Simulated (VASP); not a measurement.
# Bi (Fm-3m) in VASP: further runs

The runs below take Bi through single point, with revPBE.

Everything below comes from runs of VASP 6.6.1. Logs are shortened: lines on timing, memory, paths and dates and some standing lists are left out, and cuts for length are marked.

### 1 The crystal as given

Symmetry: Fm-3m, No. 225, cubic system. The conventional cell has a = 5.066 Å, b = 5.066 Å, c = 5.066 Å, α = 90.00°, β = 90.00°, γ = 90.00°. Bi (site symmetry m-3m) is surrounded by 12 Bi at 3.58 Å.

This isn't the form of Bi at room conditions, which is rhombohedral.

### 2 Single point, revPBE

INCAR reads:

```
SYSTEM = Bi
PREC = Accurate
ENCUT = 520
EDIFF = 1E-6
ISMEAR = -1
SIGMA = 0.1
LREAL = .FALSE.
LASPH = .TRUE.
NELM = 60
ALGO = Normal
ISIF = 2
LWAVE = .FALSE.
LCHARG = .FALSE.
GGA = RE
NBANDS = 14
```

KPOINTS reads:

```
Automatic mesh
0
G
  18 18 18
  0 0 0
```

POSCAR reads:

```
Bi
1.0
    0.0000000000      2.5331933874      2.5331933874
    2.5331933874      0.0000000000      2.5331933874
    2.5331933874      2.5331933874      0.0000000000
Bi
1
Direct
    0.0000000000      0.0000000000      0.0000000000
```

Potentials or basis: VASP PAW PBE potentials, release 64 (Bi_d).

Command:

```
$ cat potpaw_PBE.64/Bi_d/POTCAR > POTCAR
$ mpirun -np 1 vasp_std > vasp.out
```

OUTCAR:

```text
SYSTEM = Bi
   PREC = Accurate
   ENCUT = 520
   EDIFF = 1E-6
   ISMEAR = -1
   LREAL = .FALSE.
   LASPH = .TRUE.
   NELM = 60
   ISIF = 2
   GGA = RE

 ion  position               nearest neighbor table
   1  0.000  0.000  0.000-

  LATTYP: Found a face centered cubic cell.
 ALAT       =     5.0663867748

  Lattice vectors:

 A1 = (   0.0000000000,   2.5331933874,   2.5331933874)
 A2 = (   2.5331933874,   0.0000000000,   2.5331933874)
 A3 = (   2.5331933874,   2.5331933874,   0.0000000000)

Analysis of symmetry for initial positions (statically):
=====================================================================
 Subroutine PRICEL returns:
 Original cell was already a primitive cell.

 Routine SETGRP: Setting up the symmetry group for a
 face centered cubic supercell.

 Subroutine GETGRP returns: Found 48 space group operations
 (whereof 48 operations were pure point group operations)
 out of a pool of 48 trial point group operations.

The static configuration has the point symmetry O_h .

Analysis of symmetry for dynamics (positions and initial velocities):
=====================================================================
 Subroutine PRICEL returns:
 Original cell was already a primitive cell.

 Routine SETGRP: Setting up the symmetry group for a
 face centered cubic supercell.

 Subroutine GETGRP returns: Found 48 space group operations
 (whereof 48 operations were pure point group operations)
 out of a pool of 48 trial point group operations.

The dynamic configuration has the point symmetry O_h .

 Subroutine INISYM returns: Found 48 space group operations
 (whereof 48 operations are pure point group operations),
 and found     1 'primitive' translations

----------------------------------------------------------------------------------------

                                     Primitive cell

  volume of cell :      32.5114

  direct lattice vectors                    reciprocal lattice vectors
     0.000000000  2.533193387  2.533193387    -0.197379325  0.197379325  0.197379325
     2.533193387  0.000000000  2.533193387     0.197379325 -0.197379325  0.197379325
     2.533193387  2.533193387  0.000000000     0.197379325  0.197379325 -0.197379325

  length of vectors
     3.582476445  3.582476445  3.582476445     0.341871019  0.341871019  0.341871019

  position of ions in fractional coordinates (direct lattice)
     0.000000000  0.000000000  0.000000000

  ion indices of the primitive-cell ions
   primitive index   ion index
                 1           1

----------------------------------------------------------------------------------------

 KPOINTS: Automatic mesh

Automatic generation of k-mesh.
 Grid dimensions read from file:
 generate k-points for:   18   18   18

 Generating k-lattice:

  Cartesian coordinates                     Fractional coordinates (reciprocal lattice)
    -0.010965518  0.010965518  0.010965518     0.055555556  0.000000000  0.000000000
     0.010965518 -0.010965518  0.010965518     0.000000000  0.055555556  0.000000000
     0.010965518  0.010965518 -0.010965518     0.000000000  0.000000000  0.055555556

  Length of vectors
     0.018992834  0.018992834  0.018992834

  Shift w.r.t. Gamma in fractional coordinates (k-lattice)
     0.000000000  0.000000000  0.000000000

 Subroutine IBZKPT returns following result:
 ===========================================

 Found    195 irreducible k-points:

 Following reciprocal coordinates:
            Coordinates               Weight
  0.000000  0.000000  0.000000      1.000000
  0.055556  0.000000  0.000000      8.000000
  0.111111  0.000000  0.000000      8.000000
  0.166667  0.000000  0.000000      8.000000
  0.222222  0.000000  0.000000      8.000000
  0.277778  0.000000  0.000000      8.000000
[... 16 lines left out ...]
 -0.277778  0.055556  0.000000     24.000000
 -0.222222  0.055556  0.000000     24.000000
 [... further k-points ...]
   k-points           NKPTS =    195   k-points in BZ     NKDIM =    195   number of bands    NBANDS=     14
   number of dos      NEDOS =    301   number of ions     NIONS =      1
   total plane-waves  NPLWV =  21952
   dimension x,y,z NGX =    28 NGY =   28 NGZ =   28
   dimension x,y,z NGXF=    56 NGYF=   56 NGZF=   56
   ions per type =               1
   NGX,Y,Z   is equivalent  to a cutoff of  12.99, 12.99, 12.99 a.u.
   NGXF,Y,Z  is equivalent  to a cutoff of  25.99, 25.99, 25.99 a.u.
 SYSTEM =  Bi
   PREC   = accura    normal or accurate (medium, high low for compatibility)
   ISTART =      0    job   : 0-new  1-cont  2-samecut
   ICHARG =      2    charge: 1-file 2-atom 10-const
   ISPIN  =      1    spin polarized calculation?
   LNONCOLLINEAR =      F non collinear calculations
   LSORBIT =      F    spin-orbit coupling
   LASPH  =      T    aspherical Exc in radial PAW
   ENCUT  =  520.0 eV  38.22 Ry    6.18 a.u.   6.66  6.66  6.66*2*pi/ulx,y,z
   NELM   =     60;   NELMIN=  2; NELMDL= -5     # of ELM steps
   EDIFF  = 0.1E-05   stopping-criterion for ELM
   LREAL  =      F    real-space projection
   EDIFFG = 0.1E-04   stopping-criterion for IOM
   NSW    =      0    number of steps for IOM
   IBRION =     -1    ionic relax: 0-MD 1-quasi-New 2-CG
   NFREE  =      0    steps in history (QN), initial steepest desc. (CG)
   ISIF   =      2    stress and relaxation
   ISYM   =      2    0-nonsym 1-usesym 2-fastsym
   POTIM  = 0.5000    time-step for ionic-motion
   TEBEG  =    0.0;   TEEND  =   0.0 temperature during run
   PSTRESS=    0.0 pullay stress
   NELECT =      15.0000    total number of electrons
   NUPDOWN=      -1.0000    fix difference up-down
   EMIN   =  10.00;   EMAX   =-10.00  energy-range for DOS
   EFERMI =   0.00;   METHOD = LEGACY
   ISMEAR =    -1;   SIGMA  =   0.10  broadening in eV -4-tet -1-fermi 0-gaus
   EFERMI_NEDOS =   21; number of points for ismear=-14 and -15
   IALGO  =     38    algorithm
   IMIX   =      4    mixing-type and parameters
     AMIX     =   0.40;   BMIX     =  1.00
     AMIX_MAG =   1.60;   BMIX_MAG =  1.00
  volume/ion in A,a.u.               =      32.51       219.40
  Fermi-wavevector in a.u.,A,eV,Ry     =   1.265009  2.390520 21.772688  1.600247
  Thomas-Fermi vector in A             =   2.398284
   LORBIT       =      0    0 simple, 1 ext, 2 COOP (PROOUT), +10 PAW based schemes
   GGA     = RE    functional components
   LHFCALC =     F    Hartree Fock is set to
   AEXX    =    0.0000 exact exchange contribution
   IVDW    =     0    specifies the selected vdW correction
   LEPSILON=     F    determine dielectric tensor
   LRPA    =     F    only Hartree local field effects (RPA)
 non-spin polarized calculation
  energy-cutoff  :      520.00
  volume of cell :       32.51
 maximum number of plane-waves:       899
   NGX = 13   NGY = 13   NGZ = 13

 number of electron      14.9999995 magnetization

 Free energy of the ion-electron system (eV)
  ---------------------------------------------------
  ext. energy  EPLUGINS =         0.00000000
  ---------------------------------------------------
  free energy    TOTEN  =        -3.38445928 eV

  energy without entropy =       -3.35778661  energy(sigma->0) =       -3.37112295

 E-fermi :   7.5785     XC(G=0): -10.0312

 val. band max:        7.5722759835   @ k =  -0.1667   0.1111   0.0000
 cond. band min:       7.5885148132   @ k =   0.2778   0.2222   0.0556
 fundamental gap:      0.0162388297
 Fermi energy:         7.5784798362

 k-point     1 :       0.0000    0.0000    0.0000
  band No.  band energies     occupation
      1     -15.5770      2.00000
      2     -15.5770      2.00000
      3     -15.5770      2.00000
      4     -15.5181      2.00000
      5     -15.5181      2.00000
      6      -5.7595      2.00000
      7      12.2205      0.00000
      8      12.2205      0.00000
      9      12.2205      0.00000
     10      15.8773      0.00000
     11      16.6072      0.00000
     12      18.1159      0.00000
     13      18.1159      0.00000
     14      18.1159      0.00000

 k-point     2 :       0.0556    0.0000    0.0000
  band No.  band energies     occupation
      1     -15.5766      2.00000
      2     -15.5749      2.00000
      3     -15.5749      2.00000
      4     -15.5182      2.00000
      5     -15.5182      2.00000
      6      -5.7091      2.00000
      7      11.5609      0.00000
      8      12.1599      0.00000
      9      12.1599      0.00000
     10      16.1286      0.00000
     11      16.4668      0.00000
     12      18.2257      0.00000
     13      18.2257      0.00000
     14      18.8496      0.00000

 k-point     3 :       0.1111    0.0000    0.0000
  band No.  band energies     occupation
      1     -15.5756      2.00000
      2     -15.5695      2.00000
      3     -15.5695      2.00000
      4     -15.5176      2.00000
      5     -15.5176      2.00000
      6      -5.5587      2.00000
      7      10.1954      0.00000
      8      11.9947      0.00000
      9      11.9947      0.00000
     10      15.6780      0.00000
     11      17.3279      0.00000
     12      18.5072      0.00000
     13      18.5072      0.00000
     14      19.6831      0.00000

 k-point     4 :       0.1667    0.0000    0.0000
  band No.  band energies     occupation
      1     -15.5741      2.00000
      2     -15.5637      2.00000
      3     -15.5637      2.00000
      4     -15.5142      2.00000
      5     -15.5142      2.00000
      6      -5.3115      2.00000
      7       8.6722      0.00004
      8      11.7633      0.00000
      9      11.7633      0.00000
     10      15.2737      0.00000
     11      18.3346      0.00000
     12      18.6968      0.00000
     13      18.6968      0.00000
     14      18.9644      0.00000

 k-point     5 :       0.2222    0.0000    0.0000
  band No.  band energies     occupation
      1     -15.5724      2.00000
      2     -15.5610      2.00000
      3     -15.5610      2.00000
      4     -15.5056      2.00000
      5     -15.5056      2.00000
      6      -4.9743      2.00000
      7       7.1711      1.96655
      8      11.5065      0.00000
      9      11.5065      0.00000
     10      14.9774      0.00000
     11      18.1941      0.00000
[... 276 lines left out ...]
 k-point    22 :      -0.3333    0.0556    0.0000
  band No.  band energies     occupation
      1     -15.5686      2.00000
      2     -15.5649      2.00000
      3     -15.5634      2.00000
      4     -15.4801      2.00000
      5     -15.4689      2.00000
      6      -3.9010      2.00000
      7       4.1841      2.00000
      8      10.2520      0.00000
      9      11.1602      0.00000
     10      15.0595      0.00000
     11      16.2117      0.00000
     12      17.3729      0.00000
     13      18.5717      0.00000
     14      21.4858      0.00000

 k-point    23 :      -0.2778    0.0556    0.0000
  band No.  band energies     occupation
      1     -15.5703      2.00000
      2     -15.5614      2.00000
      3     -15.5604      2.00000
      4     -15.4955      2.00000
      5     -15.4810      2.00000
      6      -4.3692      2.00000
      7       5.3601      2.00000
      8      10.3988      0.00000
      9      11.4439      0.00000
     10      15.1352      0.00000
     11      16.7112      0.00000
     12      17.6225      0.00000
     13      19.0123      0.00000
     14      20.3041      0.00000

 k-point    24 :      -0.2222    0.0556    0.0000
  band No.  band energies     occupation
      1     -15.5724      2.00000
      2     -15.5590      2.00000
      3     -15.5587      2.00000
      4     -15.5097      2.00000
      5     -15.4941      2.00000
      6      -4.8015      2.00000
      7       6.7022      1.99969
      8      10.6191      0.00000
      9      11.7342      0.00000
     10      15.2830      0.00000
     11      17.3144      0.00000
     12      17.9741      0.00000
     13      19.1594      0.00000
     14      19.5877      0.00000

 [... further k-points ...]

------------------------ aborting loop because EDIFF is reached ----------------------------------------

  FORCE on cell =-STRESS in cart. coord.  units (eV):
  Direction    XX          YY          ZZ          XY          YZ          ZX
  --------------------------------------------------------------------------------------
  -------------------------------------------------------------------------------------
  Total       -0.0346739     -0.0346739     -0.0346739     -0.0000000     -0.0000000     -0.0000000
  in kB       -1.7087476     -1.7087476     -1.7087476     -0.0000000     -0.0000000     -0.0000000
  external PRESSURE =      -1.7087476 kB  Pullay stress =       0.0000000 kB

 VOLUME and BASIS-vectors are now :
 -----------------------------------------------------------------------------
  energy-cutoff  :      520.00
  volume of cell :       32.51
      direct lattice vectors                 reciprocal lattice vectors
     0.000000000  2.533193387  2.533193387    -0.197379325  0.197379325  0.197379325
     2.533193387  0.000000000  2.533193387     0.197379325 -0.197379325  0.197379325
     2.533193387  2.533193387  0.000000000     0.197379325  0.197379325 -0.197379325

 POSITION                                       TOTAL-FORCE (eV/Angst)
 -----------------------------------------------------------------------------------
      0.00000      0.00000      0.00000         0.000000      0.000000      0.000000
 -----------------------------------------------------------------------------------
    total drift:                               -0.000000     -0.000000     -0.000000

  FREE ENERGIE OF THE ION-ELECTRON SYSTEM (eV)
  ---------------------------------------------------
  free  energy   TOTEN  =        -3.3844592795 eV

  energy  without entropy=       -3.3577866115  energy(sigma->0) =       -3.37112295
```

Wall time 37 s (1 thread of Intel Xeon Platinum 8488C (Sapphire Rapids), shared host); peak memory 0.21 GiB.

Results:

| Property | Result |
| --- | --- |
| Free energy | -3.3845 eV |
| Pressure | -0.2 GPa |
| Band gap on the k mesh | none (metal or under the smearing width) |

Caveat: the PAW data sets were made with another functional, which shifts forces and pressure a little; spin-orbit coupling is left out, which moves the levels of the heavy elements.

(Part 1 of 2 ends here.)
